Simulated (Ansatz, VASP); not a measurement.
**Pd: VASP beside Ansatz**

```
Pd
1.0
     2.83826    0.00000    0.00000
    -1.41913    2.45801    0.00000
     0.00000    0.00000    4.71968
Pd
2
Direct
  0.33333 0.66667 0.25000
  0.66667 0.33333 0.75000
```

Change from the starting cell: volume scaled by 1.06.

Alike in both runs: task single point; functional PBE; k mesh 11 × 11 × 6; occupations fermi-dirac, width 0.05 eV; no spin polarisation.

|  | VASP | Ansatz |
| --- | --- | --- |
| version | VASP 6.6.1 | Ansatz 0.2.0 |
| potentials or method | VASP PAW PBE potentials, release 64 (Pd) | Ansatz PAW |
| plane-wave cutoff (eV) | 520 | 420 |
| valence electrons in the cell | 20 | 36 |

|  | VASP | Ansatz | Ansatz less VASP |
| --- | --- | --- | --- |
| gap on the k mesh at the Fermi level (eV) | none | none | - |
| pressure (GPa) | -9.3 | -9.1 | +0.19 |
| largest component of the traceless stress (GPa) | 0.16 | 0.21 | +0.049 |

A gap of «none» marks a metal or a gap that the smearing closes. With one functional, cell and mesh, what is left measures potentials, basis and numerics. The two sets of potentials don't hold the same shells in valence.
